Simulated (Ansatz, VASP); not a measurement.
**Cross-check of GaSb between VASP and Ansatz**

One calculation is typed for both programs; each brings its own data sets and cutoff. How far apart do they land? The cell is taken from a series of VASP runs on this material, whose earlier steps may have relaxed, scaled or displaced it; both programs get it as it stands.

Main program and level: Ansatz 0.2.0; plane waves, with VASP 6.6.1 beside it; relaxation of cell and atoms at LDA.

**1. The starting structure**

The structure is cubic, space group F-43m (No. 216). The conventional cell has a = 6.055 Å, b = 6.055 Å, c = 6.055 Å, α = 90.00°, β = 90.00°, γ = 90.00°. Sb has 4 Ga at 2.62 Å nearest. Nearest to Ga lie 4 Sb at 2.62 Å. Farther neighbours are not listed.

**2. VASP: relaxation of cell and atoms, LDA**

The relaxed volume is the usual yardstick between codes: its relative difference is about their pressure difference at one cell divided by the bulk modulus.

Lines of VASP's logs that name or quote its potential files are left out, and so is its time.

Input file INCAR:

```
SYSTEM = GaSb
PREC = Accurate
ENCUT = 450
EDIFF = 1E-06
NELM = 100
ISMEAR = 0
SIGMA = 0.03
LREAL = .FALSE.
ALGO = Normal
GGA = CA
NBANDS = 15
LORBIT = 11
LWAVE = .FALSE.
LCHARG = .FALSE.
KPAR = 4
IBRION = 2
NSW = 50
ISIF = 3
EDIFFG = -0.006
```

Input file POSCAR:

```
GaSb
1.0
    0.0000000000      3.0273792265      3.0273792265
    3.0273792265      0.0000000000      3.0273792265
    3.0273792265      3.0273792265      0.0000000000
Sb Ga
1 1
Direct
    0.7500000000      0.7500000000      0.7500000000
    0.0000000000      0.0000000000      0.0000000000
```

Input file KPOINTS:

```
Automatic mesh
0
Gamma
6 6 6
0 0 0
```

Potentials, in the order of the species: Sb and Ga_d (LDA family, release 64).

On the command line:

```bash
mpirun -np 4 vasp_std
```

Numbers of over 12 decimals in the logs are rounded to 6 here.

Output:

```text
[banner, memory and clock lines left out]
running    4 mpi-ranks, on    1 nodes
 distrk:  each k-point on    1 cores,    4 groups
 distr:  one band on    1 cores,    1 groups

 POSCAR found type information on POSCAR SbGa
 POSCAR found :  2 types and       2 ions
 LDA part: xc-table for (Slater(with rela. corr.)+CA(PZ))
 , standard interpolation
 POSCAR, INCAR and KPOINTS ok, starting setup
 FFT: planning ... GRIDC
 FFT: planning ... GRID_SOFT
 FFT: planning ... GRID
 WAVECAR not read
 entering main loop
       N       E                     dE             d eps       ncg     rms          rms(c)
DAV:   1     0.779633375600E+02    0.77963E+02   -0.81927E+03   488   0.136E+03
DAV:   2    -0.289318604545E+01   -0.80857E+02   -0.78008E+02   578   0.291E+02
DAV:   3    -0.866793669906E+01   -0.57748E+01   -0.57639E+01   571   0.649E+01
DAV:   4    -0.876996148769E+01   -0.10202E+00   -0.10202E+00   607   0.975E+00
DAV:   5    -0.877247654092E+01   -0.25151E-02   -0.25150E-02   644   0.135E+00    0.344E+00
DAV:   6    -0.867786978662E+01    0.94607E-01   -0.78710E-02   694   0.455E+00    0.201E+00
DAV:   7    -0.863979466346E+01    0.38075E-01   -0.56101E-02   557   0.188E+00    0.302E-01
DAV:   8    -0.863952546167E+01    0.26920E-03   -0.49953E-03   565   0.862E-01    0.104E-01
DAV:   9    -0.863961190494E+01   -0.86443E-04   -0.36316E-04   603   0.172E-01    0.411E-02
DAV:  10    -0.863960410327E+01    0.78017E-05   -0.18646E-05   649   0.370E-02    0.139E-02
DAV:  11    -0.863960668774E+01   -0.25845E-05   -0.45482E-06   565   0.205E-02    0.551E-03
DAV:  12    -0.863960664918E+01    0.38558E-07   -0.21660E-07   380   0.364E-03
   1 F= -.86396066E+01 E0= -.86395957E+01  d E =-.863961E+01
 curvature:   0.00 expect dE= 0.000E+00 dE for cont linesearch  0.000E+00
 trial: gam= 0.00000 g(F)=  0.376E-47 g(S)=  0.553E-04 ort = 0.000E+00 (trialstep = 0.100E+01)
 search vector abs. value=  0.553E-04
 bond charge predicted
       N       E                     dE             d eps       ncg     rms          rms(c)
DAV:   1    -0.864024951178E+01   -0.64282E-03   -0.80434E-03   606   0.148E+00    0.143E-01
DAV:   2    -0.863975035359E+01    0.49916E-03   -0.90647E-04   606   0.567E-01    0.652E-02
DAV:   3    -0.863962774726E+01    0.12261E-03   -0.12715E-04   627   0.182E-01    0.150E-02
DAV:   4    -0.863961444248E+01    0.13305E-04   -0.13734E-05   596   0.479E-02    0.521E-03
DAV:   5    -0.863961314576E+01    0.12967E-05   -0.80139E-07   345   0.112E-02    0.115E-03
DAV:   6    -0.863961312611E+01    0.19654E-07   -0.19410E-07   289   0.757E-03
   2 F= -.86396131E+01 E0= -.86396083E+01  d E =-.647693E-05
 trial-energy change:   -0.000006  1 .order   -0.000018   -0.000055    0.000020
 step:   0.5119(harm=  0.7348)  dis= 0.00000  next Energy=    -8.639619 (dE=-0.126E-04)
 reached required accuracy - stopping structural energy minimisation
```

From OUTCAR (step 2):

```text
ion  position               nearest neighbor table
   1  0.750  0.750  0.750-   2 2.62   2 2.62   2 2.62   2 2.62
   2  0.000  0.000  0.000-   1 2.62   1 2.62   1 2.62   1 2.62

  LATTYP: Found a face centered cubic cell.
 ALAT       =     6.0547584530

 Subroutine GETGRP returns: Found 24 space group operations
 (whereof 24 operations were pure point group operations)

The static configuration has the point symmetry T_d .

 Found     16 irreducible k-points:

   k-points           NKPTS =     16   k-points in BZ     NKDIM =     16   number of bands    NBANDS=     15

   dimension x,y,z NGX =    30 NGY =   30 NGZ =   30
   dimension x,y,z NGXF=    60 NGYF=   60 NGZF=   60

   ENCUT  =  450.0 eV  33.07 Ry    5.75 a.u.   7.41  7.41  7.41*2*pi/ulx,y,z

   NELECT =      18.0000    total number of electrons

 k-points in reciprocal lattice and weights: Automatic mesh
   0.00000000  0.00000000  0.00000000       0.005
   0.16666667  0.00000000  0.00000000       0.037
   0.33333333  0.00000000  0.00000000       0.037
   0.50000000  0.00000000  0.00000000       0.019
   0.16666667  0.16666667  0.00000000       0.028
   0.33333333  0.16666667  0.00000000       0.111
   0.50000000  0.16666667  0.00000000       0.111
  -0.33333333  0.16666667  0.00000000       0.111
  -0.16666667  0.16666667  0.00000000       0.056
[...]
-0.33333333  0.33333333  0.16666667       0.111
  -0.33333333  0.50000000  0.16666667       0.056

 average (electrostatic) potential at core
       1 -88.3279       2 -66.5948

 E-fermi :   5.0943

 k-point     1 :       0.0000    0.0000    0.0000
  band No.  band energies     occupation
    ...
      5     -10.1370      2.00000
      6      -6.7172      2.00000
      7       5.0356      1.99435
      8       5.0356      1.99435
      9       5.0356      1.99435
     10       5.1450      0.01695
     11       7.7692      0.00000
     12       7.7692      0.00000
     13       7.7692      0.00000
     14      10.6699      0.00000
    ...

 k-point     2 :       0.1667    0.0000    0.0000
  band No.  band energies     occupation
    ...
      5     -10.1373      2.00000
      6      -6.4238      2.00000
      7       2.2730      2.00000
      8       4.6094      2.00000
      9       4.6094      2.00000
     10       6.0483      0.00000
     11       8.3312      0.00000
     12       8.3312      0.00000
     13       8.9958      0.00000
     14      11.9622      0.00000
    ...

 k-point     3 :       0.3333    0.0000    0.0000
  band No.  band energies     occupation
    ...
      5     -10.1373      2.00000
      6      -5.6373      2.00000
      7      -0.2927      2.00000
      8       4.0422      2.00000
      9       4.0422      2.00000
     10       5.5943      0.00000
     11       8.7739      0.00000
     12       8.7739      0.00000
     13      11.4365      0.00000
     14      11.9888      0.00000
    ...

  Total        0.0099733      0.0099733      0.0099733     -0.0000000      0.0000000     -0.0000000
  in kB        0.2885281      0.2885281      0.2885281     -0.0000000      0.0000000     -0.0000000
  external PRESSURE =       0.2885281 kB  Pullay stress =       0.0000000 kB

  energy-cutoff  :      450.00
  volume of cell :       55.38
      direct lattice vectors                 reciprocal lattice vectors
     0.000000000  3.025361204  3.025361204    -0.165269522  0.165269522  0.165269522
     3.025361204 -0.000000000  3.025361204     0.165269522 -0.165269522  0.165269522
     3.025361204  3.025361204  0.000000000     0.165269522  0.165269522 -0.165269522

 POSITION                                       TOTAL-FORCE (eV/Angst)
 -----------------------------------------------------------------------------------
      4.53804      4.53804      4.53804         0.000000      0.000000      0.000000
      0.00000      3.02536      3.02536        -0.000000     -0.000000     -0.000000
 -----------------------------------------------------------------------------------
    total drift:                                0.000000      0.000000      0.000000

  FREE ENERGIE OF THE ION-ELECTRON SYSTEM (eV)
  ---------------------------------------------------
  free  energy   TOTEN  =        -8.6396131261 eV

  energy  without entropy=       -8.6396034916  energy(sigma->0) =       -8.63960831

 reached required accuracy - stopping structural energy minimisation

 total charge
# of ion       s       p       d       tot
------------------------------------------
    1        1.131   1.371   0.031   2.533
    2        0.914   0.804   9.967  11.684
--------------------------------------------------
tot          2.044   2.175   9.998  14.217

[... 3 further parts left out ...]
```

The run keeps the 24 symmetry operations of its start, so it cannot find a distortion of lower symmetry.

**3. Ansatz: relaxation of cell and atoms, LDA**

Ansatz runs on its default PAW (the set named soft_2) files.

The same cell, functional (in two slightly different forms), mesh and smearing now go to Ansatz, which takes its cutoff from its data sets.

Input file input.yaml:

```yaml
crystal:
  lattice:
    - [0.0, 3.0273792265, 3.0273792265]
    - [3.0273792265, 0.0, 3.0273792265]
    - [3.0273792265, 3.0273792265, 0.0]
  atoms:
    - { symbol: Sb, position: [0.75, 0.75, 0.75] }
    - { symbol: Ga, position: [0.0, 0.0, 0.0] }
hamiltonian:
  xc: lda
  pseudopotentials: { kind: paw }
kpoints:
  mp_grid: { grid: [6, 6, 6] }
scf:
  occupations: { method: gaussian, width: 0.03 }
relax:
  f_tol: 0.01
  max_steps: 60
  cell: { stress_tol: 0.05 }
output:
  forces: true
  stress: true
  write_density: true
  write_potential: true
  elf: true
  volumetric_format: npy
```

On the command line:

```bash
ansatz run input.yaml --threads 4 --pin off --max-ram 9216MiB --backend cpu --events-out ev --progress --plain --runs-dir out
```

Output:

```text
Engine: ansatz 0.2.0, aarch64-unknown-linux-gnu
Pseudopotentials: kind: paw
Pseudopotential: Sb, paw, valence charge 15, recommended cutoff 420 eV (normal), Sb.paw.azcp
Pseudopotential: Ga, paw, valence charge 13, recommended cutoff 420 eV (normal), Ga.paw.azcp
Functional definition: SPW92
  exchange = slater_x
  correlation = pw_c
Crystal: 2 atoms, lattice volume = 55.492 Å³
Basis set: ecut = 420 eV, 1067 PW (Γ)
Bands: 18, of which v1, the nominal top of the filled ones, is band 14 counted from 1 (13 counted from 0)
Symmetry: 24 space group operations
Space group: F-43m (ITA 216), of the structure as read, at distance tolerance 3.8e-5 Å
k-points: 16 of 216 (time reversal used)
Non-local potential: Sb, projectors of the file, l = 0: 2, l = 1: 2, l = 2: 2, l = 3: 2
Non-local potential: Ga, projectors of the file, l = 0: 2, l = 1: 2, l = 2: 3, l = 3: 1
PAW form: soft (Blöchl's): semilocal exchange-correlation on the pseudo side does not see the compensation charge
PAW frozen core: Sb, regenerated for the run's functional, and the local potential with it (the file was generated under x = pbe(κ = 0.804, μ = 0.219515), c = pbe(β = 0.066725))
PAW frozen core: Ga, regenerated for the run's functional, and the local potential with it (the file was generated under x = pbe(κ = 0.804, μ = 0.219515), c = pbe(β = 0.066725))
PAW one-centre angular grid: Sb, 590 points (default); XC on 64 Gauss nodes
PAW one-centre angular grid: Ga, 590 points (default); XC on 64 Gauss nodes
Initial density: superposition of atomic densities (neutral atoms: chi_scale 0, normalization atom), corrected by the library's trained network
Initial wavefunctions: pseudopotential atomic-orbital guess
Functional: x = slater, c = lda
SCF iter   1: F=—  HF=-10043.022353 eV  |F-HF|=—  |Δ(HF+E_count)|=         —  Δρ=5.40e-3  dr2=6.85e-3  ethr=1.77e-3  ⟨swp⟩=6.1  Hψ=1543  notcnv=0
preconditioner: auto → Kerker (q_TF=auto, 2.434 Å⁻¹)  [metal: Δε(μ)=0.030 eV  Ē_g=14.715 eV  σ=0.030 eV  W_gap=0.49  n_scr=14 (ndim 8)  ℏωp=21.1 eV  f_vac=0.085  D(μ)=0.44/eV (n_scr^D=0)]
SCF iter   2: F=—  HF=-10043.019278 eV  |F-HF|=—  |Δ(HF+E_count)|=   3.07e-3  Δρ=3.05e-3  dr2=2.46e-3  ethr=2.45e-5  ⟨swp⟩=2.2  Hψ=582  notcnv=0
preconditioner: auto → none  [insulator: Δε(μ)=0.031 eV  Ē_g=14.726 eV  σ=0.030 eV  W_gap=0.50  n_scr=14 (ndim 8)  ℏωp=21.1 eV  f_vac=0.082  D(μ)=0.43/eV (n_scr^D=0)  ε∞_Penn≈3.1]
SCF iter   3: F=—  HF=-10043.018960 eV  |F-HF|=—  |Δ(HF+E_count)|=   3.18e-4  Δρ=6.21e-4  dr2=3.02e-4  ethr=8.77e-6  ⟨swp⟩=2.0  Hψ=575  notcnv=0
SCF iter   4: F=—  HF=-10043.018798 eV  |F-HF|=—  |Δ(HF+E_count)|=   1.62e-4  Δρ=1.81e-4  dr2=1.76e-5  ethr=1.08e-6  ⟨swp⟩=2.0  Hψ=513  notcnv=0
SCF iter   5: F=—  HF=-10043.018794 eV  |F-HF|=—  |Δ(HF+E_count)|=   4.25e-6  Δρ=1.30e-4  dr2=5.56e-6  ethr=6.30e-8  ⟨swp⟩=2.0  Hψ=513  notcnv=0
SCF iter   6: F=—  HF=-10043.018791 eV  |F-HF|=—  |Δ(HF+E_count)|=   2.77e-6  Δρ=4.22e-5  dr2=5.89e-7  ethr=1.99e-8  ⟨swp⟩=2.0  Hψ=448  notcnv=0
SCF iter   7: F=-10043.018790 eV  HF=-10043.018790 eV  |F-HF|=2.30e-8  |Δ(HF+E_count)|=   2.81e-7  Δρ=8.45e-6  dr2=1.94e-8  ethr=3.57e-10  ⟨swp⟩=8.8  Hψ=1829  notcnv=0
SCF 1 converged in 7 iterations: F = -10043.018790 eV  dr2 = 1.94e-8
  greatest PAW one-centre occupation: 0.998 electrons in one spin orbital (limit 2), on the Sb atom at site 0 (counted from 0), in its partial waves of l = 2
relax step   1: F+E_penalty+E_count = -10043.01879043 eV  Δ(F+E_penalty+E_count) = +0.000e0 eV  max|allowed force component| = 1.758e-16 eV/Å  Δτ_max = 0.0000 Å  P = -0.173 GPa  Ω = 55.492 Å³  (7 SCF iters, dr2 threshold 1.00e-7 eV, accepted)
[...]
relax step   2: F+E_penalty+E_count = -10043.01894813 eV  Δ(F+E_penalty+E_count) = -1.577e-4 eV  max|allowed force component| = 3.123e-17 eV/Å  Δτ_max = 0.0000 Å  P = +0.015 GPa  Ω = 55.269 Å³  energy of the carried Pulay correction = +4.363e-5 eV  (3 SCF iters, dr2 threshold 7.49e-8 eV, accepted)
[...]
relax step   3: F+E_penalty+E_count = -10043.01891445 eV  Δ(F+E_penalty+E_count) = +3.367e-5 eV  max|allowed force component| = 3.701e-17 eV/Å  Δτ_max = 0.0000 Å  P = +0.015 GPa  Ω = 55.269 Å³  stress off target by 1.53e-2 GPa  SCF on the basis re-selected at this cell (its energy is not comparable with the rows above)  (4 SCF iters)
basis re-selected at this cell: Δ(F+E_penalty+E_count) = +3.367e-5 eV, ΔP = +0.000 GPa vs the last step (what re-selecting the basis moved, of the pressure what is left beyond the Pulay correction that the steps carried, after the strain that the cell walked since its last selection, with what the two solves' SCF thresholds leave and, on support functions, any second-order correction that the steps lacked; it is no m [...]
SCF converged after 4 iterations
Free energy (F): -10043.018914 eV
Harris-Foulkes:  -10043.018914 eV  (|F-HF|=9.09e-12)
Internal energy: -10043.018845 eV  (E = F + TS)
E sigma→0 (E₀):  -10043.018880 eV
Entropy (-TS):   -0.000069 eV (-0.034 meV/atom)
Fermi energy:    7.899207 eV
--- Per-component energies (eV) ---
  E_band       = -259.513468
  E_kinetic    = 325.747270
  E_local      = -3876.242415  (includes V_loc(G=0)·N_el)
  E_nonlocal   = 793.434163
  E_hartree    = 1782.243165
  E_xc         = -206.992603
  E_vxc        = -156.359225  (∫ρ·V_xc dr)
  E_paw        = -6340.136510  (= ΣΔE_a)
  E_vpaw       = -910.579325  (= ΣTr[D̂ρ^β])
  E_aug_tail   = -0.000127  (compensation charges beyond the density's cutoff)
  E_ewald      = -2523.359091
  E_core_change = 2.287303  (= ΣΔE_core)
  E_smearing   = -0.000069  (= −TS)
  E_closure    = -0.000000  (closes the sum)
  Σ components = -10043.018914   (vs F -10043.018914, Δ=0.00e0)
--- Forces (eV/Å), atoms counted from 1 ---
  atom   1  Sb     0.00000000     0.00000000    -0.00000000
  atom   2  Ga    -0.00000000    -0.00000000    -0.00000000
  max |Σ_I F_I| component: 2.89e-17 eV/Å
--- Stress (GPa, compression-positive) ---
        0.015296      -0.000000      -0.000000
       -0.000000       0.015296       0.000000
       -0.000000       0.000000       0.015296
  P = ⅓ Tr σ = 0.0153 GPa (0.153 kbar)
--- Band table (eV; the first three rows and the last of 16) ---
  k-point 0: bands = [... 10 lower, -3.9282, 7.8588, 7.8588, 7.8588, 7.9283, 10.6182, 10.6182, 10.6182]
  k-point 1: bands = [... 10 lower, -3.6345, 5.0825, 7.4338, 7.4338, 8.8598, 11.1827, 11.1827, 11.8305]
  k-point 2: bands = [... 10 lower, -2.8485, 2.5215, 6.8673, 6.8673, 8.4067, 11.6311, 11.6311, 14.2843]
  k-point 15: bands = [... 10 lower, -1.3197, 0.9550, 4.5150, 4.6917, 10.3938, 10.6161, 13.9895, 14.0310]
--- Relaxed structure (2 steps of the walk, 2 accepted, 1 SCFs on fresh bases) ---
  F+E_penalty+E_count = -10043.01891445 eV   max|allowed force component| = 3.701e-17 eV/Å   (the final SCF, on the basis selected at the relaxed cell)
  cell:  # Å, volume = 55.2686 Å³
    - [0, 3.023311, 3.023311]
    - [3.023311, 0, 3.023311]
    - [3.023311, 3.023311, 0]
  atoms:
    - { symbol: Sb, position: [0.750000, 0.750000, 0.750000] }
    - { symbol: Ga, position: [0, 0, 0] }
```

The job ended after 1.6 s (4 threads of Arm Neoverse V1, shared host; peak memory 0.35 GiB; 4.9 s of CPU time).

**4. Differences**

Known differences besides the potentials themselves: the two LDA forms differ slightly; both relaxations stop at a tolerance, which leaves soft axes loose, and VASP keeps its plane-wave basis; the data sets hold 28 valence electrons in Ansatz (default PAW (the set named soft_2) files) and 18 in VASP; the cutoff is 420 eV in Ansatz and 450 eV in VASP; VASP's log shows a relativistic correction to its local exchange, Ansatz's none; Ansatz adds a Pulay correction to the stress that steers its cell, VASP none. Total energies have different zeros and are not compared.

The two programs side by side:

| quantity | Ansatz | VASP | difference |
| --- | --- | --- | --- |
| volume (Å³) | 55.27 | 55.38 | -0.20 % |
| edge a after relaxation, in the typed setting (Å) | 4.276 | 4.279 | -0.07 % |

The walks stopped with 0.02 GPa left in Ansatz and 0.03 GPa in VASP; each walk ends within a tolerance, so the volume difference is uncertain by about these residues over the bulk modulus, most in soft cells.

**5. What came out**

```yaml
difference_in_volume_relaxation_of_cell_and_atoms_lda: -0.20 %
```

The difference in volume is -0.20 % (relaxation of cell and atoms, LDA), within the 1.2 % picked in this series as the mark of a large difference, as far as the stopping tolerances let one tell. Such differences can come from data sets, numerical settings and the points named under the comparisons, not from the functional's error against experiment.

[Lines on the potential files, build, host, timing and source positions are cut from VASP's logs without a mark.]

[Logs are printed without paths, hosts, clocks, repeated set-up lines and the standing remarks that a program may print on its own settings, such as how far it seeks lower states.]

[Hosts, paths, dates, database ids (printed as entryN), source tags and the programs' standing remarks are cut or masked in the printed files.]
